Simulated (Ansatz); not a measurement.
## MgSe at 12 GPa: from Born charge to LO–TO splitting and polaron coupling

The calculation used DFT PBE, scalar-relativistic, plane waves, PAW (Ansatz). Plane waves to 420 eV; Γ-centred k mesh 10×10×10; fixed occupations. No spin polarisation. Phonons by linear response, acoustic sum rule imposed.

The cell, relaxed at 12 GPa:
```
CELL_PARAMETERS angstrom
0.00000 2.62296 2.62296
2.62296 0.00000 2.62296
2.62296 2.62296 0.00000
ATOMIC_POSITIONS crystal
Mg 0.00000 0.00000 0.00000
Se 0.50000 0.50000 0.50000
```

Linear response gives ν_TO = 255.6 cm⁻¹, Born charges ±2.304 e (positive on Mg) and ε∞ = 6.541. The primitive cell holds 36.092 Å³, and the masses are 24.305 and 78.971 amu.

Question: Find ν_LO and the static dielectric constant.

Answer: The long-wave field adds a restoring force: ω_LO² − ω_TO² = Z*²e²/(ε_vac ε∞ μV). In these units ν_LO² − ν_TO² = 4.92064×10⁷ Z*²/(μ V ε∞) cm⁻², with μ = m₁m₂/(m₁ + m₂) = 18.585 amu: 59544 cm⁻². So ν_LO = √(255.6² + 59544) = 353.3 cm⁻¹, and the run gives 353.3. Lyddane–Sachs–Teller then gives ε0 = ε∞ (ν_LO/ν_TO)² = 12.50, against 12.50 in the run (it forms both from the same three quantities, so the match checks the arithmetic only). Between ν_TO and ν_LO the dielectric function is negative and an undamped crystal reflects fully: a reststrahlen band from 28.3 to 39.1 μm.

Question: What do the Clausius–Mossotti polarisability and the Szigeti charge come to?

Answer: With the Lorentz local field, α = (3V/4π)(ε∞ − 1)/(ε∞ + 2) = 5.59 Å³ for the pair, and e_S = 3Z*/(ε∞ + 2) = 0.81 e. The Born charge includes the electrons' response to the dipole's own local field, and e_S takes that enhancement out. The Lorentz field assumes point-like polarisable ions, a poor picture once ε∞ is this large, since the electron clouds then overlap or are shared, so both numbers are formal here.

Question: How strongly does a slow electron couple to the LO mode?

Answer: For one isotropic parabolic band, Fröhlich's constant is α_F = (1/ε∞ − 1/ε0) √(m* Ry/ħω_LO), with Ry = 13.606 eV, ħω_LO = 43.8 meV and m* in free-electron masses: α_F = 0.0729 × 17.62 × √m* = 1.29 √m*. The band mass isn't part of this run; for m* = 0.1, 0.3 and 1 it gives 0.41, 0.70, 1.29. In weak coupling the polaron lies α_F ħω_LO below the band edge (31 meV at m* = 0.3) with a mass m*(1 + α_F/6); past α_F of about 5 or 6 that expansion fails. A semilocal functional's ε∞ tends to be too large, which taken alone lowers α_F.

Cost: 1 run of about 2.2 core-minutes, on Arm Neoverse N1 (shared hosts).